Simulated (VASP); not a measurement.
Level of theory: PBEsol GGA, VASP's PBE PAW potentials (set 64) (plane waves; VASP).

The input files of a VASP run:

**INCAR**
```
SYSTEM = Li3N
PREC = Accurate
ENCUT = 520
EDIFF = 1E-7
NELM = 100
ALGO = Normal
LREAL = .FALSE.
LASPH = .TRUE.
ISMEAR = -5
GGA = PS
LWAVE = .FALSE.
LCHARG = .TRUE.
LORBIT = 11
NEDOS = 601
ISIF = 2
LEFG = .TRUE.
```

### POSCAR
```
Li3N
3.8475750
  0.4693983561  -0.8130218714   0.0000000000
  0.4693983561   0.8130218714   0.0000000000
  0.0000000000   0.0000000000   0.9999999385
Li N
3 1
Direct
  0.3333330000   0.6666670000   0.0000000000
  0.6666670000   0.3333330000   0.0000000000
  0.0000000000   0.0000000000   0.5000000000
  0.0000000000   0.0000000000   0.0000000000
```

**KPOINTS**
```
Automatic mesh
0
gamma
 8 8 7
```

POTCAR, in this order: Li_sv N (PBE.64 set). Program: vasp_std.

Output

**OSZICAR**
```
       N       E                     dE             d eps       ncg     rms          rms(c)
DAV:   1     0.569793011943E+02    0.56979E+02   -0.69193E+03   888   0.134E+03
DAV:   2    -0.120285308651E+02   -0.69008E+02   -0.64821E+02  1236   0.254E+02
DAV:   3    -0.192880665406E+02   -0.72595E+01   -0.72169E+01  1287   0.770E+01
DAV:   4    -0.200757199594E+02   -0.78765E+00   -0.78653E+00  1419   0.203E+01
DAV:   5    -0.200886894640E+02   -0.12970E-01   -0.12969E-01  1172   0.309E+00    0.946E+00
DAV:   6    -0.163863391645E+02    0.37024E+01   -0.23250E+01  1027   0.225E+01    0.442E+00
DAV:   7    -0.162203841283E+02    0.16596E+00   -0.14643E+00  1197   0.723E+00    0.225E+00
DAV:   8    -0.161317940622E+02    0.88590E-01   -0.38206E-01  1037   0.489E+00    0.103E+00
DAV:   9    -0.161233306951E+02    0.84634E-02   -0.45893E-02  1164   0.141E+00    0.326E-01
DAV:  10    -0.161240263814E+02   -0.69569E-03   -0.37944E-03  1184   0.394E-01    0.768E-02
DAV:  11    -0.161238420558E+02    0.18433E-03   -0.14396E-03  1151   0.184E-01    0.275E-02
DAV:  12    -0.161238436057E+02   -0.15499E-05   -0.12985E-04  1125   0.727E-02    0.117E-02
DAV:  13    -0.161238402563E+02    0.33494E-05   -0.25113E-05  1179   0.294E-02    0.161E-03
DAV:  14    -0.161238399862E+02    0.27004E-06   -0.96357E-07  1234   0.836E-03    0.852E-04
DAV:  15    -0.161238398018E+02    0.18447E-06   -0.11418E-07   652   0.219E-03    0.220E-04
DAV:  16    -0.161238398027E+02   -0.88926E-09   -0.13769E-08   569   0.116E-03
   1 F= -.16123840E+02 E0= -.16123840E+02  d E =0.000000E+00
```

### OUTCAR
```
------------------------ aborting loop because EDIFF is reached ----------------------------------------
  FORCE on cell =-STRESS in cart. coord.  units (eV):
  Direction    XX          YY          ZZ          XY          YZ          ZX
  --------------------------------------------------------------------------------------
  Total       -0.0286769     -0.0286769      0.0112083      0.0000000     -0.0000000     -0.0000000
  in kB       -1.0568358     -1.0568360      0.4130637      0.0000000     -0.0000000     -0.0000000
  external PRESSURE =      -0.5668694 kB  Pullay stress =       0.0000000 kB
  volume of cell :       43.47
      direct lattice vectors                 reciprocal lattice vectors
     1.806045380 -3.128162627  0.000000000     0.276847972 -0.159838237  0.000000000
     1.806045380  3.128162627  0.000000000     0.276847972  0.159838237  0.000000000
     0.000000000  0.000000000  3.847574763     0.000000000  0.000000000  0.259903981
 POSITION                                       TOTAL-FORCE (eV/Angst)
 -----------------------------------------------------------------------------------
      1.80605      1.04272      0.00000         0.000000      0.000000      0.000000
      1.80605     -1.04272      0.00000        -0.000000     -0.000000      0.000000
      0.00000      0.00000      1.92379         0.000000     -0.000000      0.000000
      0.00000      0.00000      0.00000         0.000000     -0.000000      0.000000
 -----------------------------------------------------------------------------------
    total drift:                                0.000000     -0.000000      0.000000
  FREE ENERGIE OF THE ION-ELECTRON SYSTEM (eV)
  ---------------------------------------------------
  free  energy   TOTEN  =       -16.1238398027 eV

  energy  without entropy=      -16.1238398027  energy(sigma->0) =      -16.12383980

 total charge

# of ion       s       p       d       tot
------------------------------------------
    1        2.043   0.106   0.000   2.149
    2        2.043   0.106   0.000   2.149
    3        2.044   0.097   0.000   2.141
    4        1.219   2.390   0.000   3.610
--------------------------------------------------
tot          7.349   2.699   0.000  10.048
```
(Selected blocks of OUTCAR.)

The compound is Li3N in the alpha structure. It was relaxed first.
